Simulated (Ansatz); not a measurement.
# Hf: further runs on the relaxed cell

The task here is to estimate one member of a computed series from the others.

This is Hf in the bcc structure; at room conditions it is hcp.

Program: Ansatz 0.2.0. Level of theory: DFT PBEsol, scalar-relativistic, plane waves, PAW. These are calculated values, not measurements.

2 further runs of the same task are left out: 2 set aside as unsound or not needed.

**The system as given**

Symmetry: Im-3m, No. 229, cubic system. The conventional cell has a = 3.491 Å, b = 3.491 Å, c = 3.491 Å, α = 90.00°, β = 90.00°, γ = 90.00°. Hf (site symmetry m-3m) is surrounded by 8 Hf at 3.02 Å.

As a file:

```xyz
1
Lattice="-1.7453 1.7453 1.7453 1.7453 -1.7453 1.7453 1.7453 1.7453 -1.7453" Properties=species:S:1:pos:R:3 pbc="T T T"
Hf    0.0000    0.0000    0.0000
```

It is the result of an earlier relaxation at this level (volume 21.27 Å³/atom; gap on the mesh: none (metal)).

The first run:

The input, input.yaml:

```yaml
crystal:
  lattice:
    - [-1.7453276387, 1.7453276387, 1.7453276387]
    - [1.7453276387, -1.7453276387, 1.7453276387]
    - [1.7453276387, 1.7453276387, -1.7453276387]
  atoms:
    - { symbol: Hf, position: [0.0, 0.0, 0.0] }
basis:
  ecutwfc: 420
kpoints:
  mp_grid: { grid: [16, 16, 16] }
  band_path:
    path:
      - [[0.0, 0.0, 0.0], [0.5, -0.5, 0.5], [0.0, 0.0, 0.5], [0.0, 0.0, 0.0], [0.25, 0.25, 0.25], [0.5, -0.5, 0.5]]
      - [[0.25, 0.25, 0.25], [0.0, 0.0, 0.5]]
    npoints: 14
hamiltonian:
  xc: pbesol
scf:
  occupations: { method: gaussian, width: 0.1 }
  n_extra_bands: 6
output:
  forces: true
  stress: true
  eigenvalues: true
  populations: true
  dos: { projected: true, de: 0.02, nscf_kmesh: { grid: [24, 24, 24] } }
  bader: true
  write_density: true
  write_potential: true
  elf: true
  volumetric_format: npy
```

Run with:

```sh
> ansatz run input.yaml --threads 1 --pin off --max-ram 2560MiB --backend cpu --events-out ev --progress --plain --runs-dir out
```

Among the steps run: Electronic structure at the relaxed geometry; The cell as listed, for comparison; Volume × 0.97; Point at V/V0 = 1.03; Volume × 0.94; The cell scaled to 1.06 of its volume; Volume × 0.91; Point at V/V0 = 1.10; The cell scaled to 0.88 of its volume.

One of the session's tables, all rows but one given; the rest of the session is left out.

It belongs to the step «Energy against volume». 

```
volume (Å³/atom)  energy above the lowest point (meV/atom)  pressure (GPa)
          18.714                                     122.4           16.71
          19.352                                         ?               ?
          19.990                                      28.3            7.32
          20.628                                       6.9            3.43
          21.266                                       0.0            0.00
          21.904                                       6.1           -3.04
          22.542                                      23.9           -5.71
          23.393                                      63.2           -8.75
```

**Question.** Estimate the row for volume (Å³/atom) = 19.352.

Worked estimate for «energy above the lowest point (meV/atom)». A straight line through the neighbours (18.714, 122.4) and (19.990, 28.3) gives 122.4 + (28.3 − 122.4) × (19.352 − 18.714) / (19.990 − 18.714) = 75.3; a parabola fitted to 3 rows on both sides gives 66.8.

**Answer.** energy above the lowest point (meV/atom): 66.2; pressure (GPa): 11.72. In «energy above the lowest point (meV/atom)» the line misses by +9.1 and the parabola by +0.6.
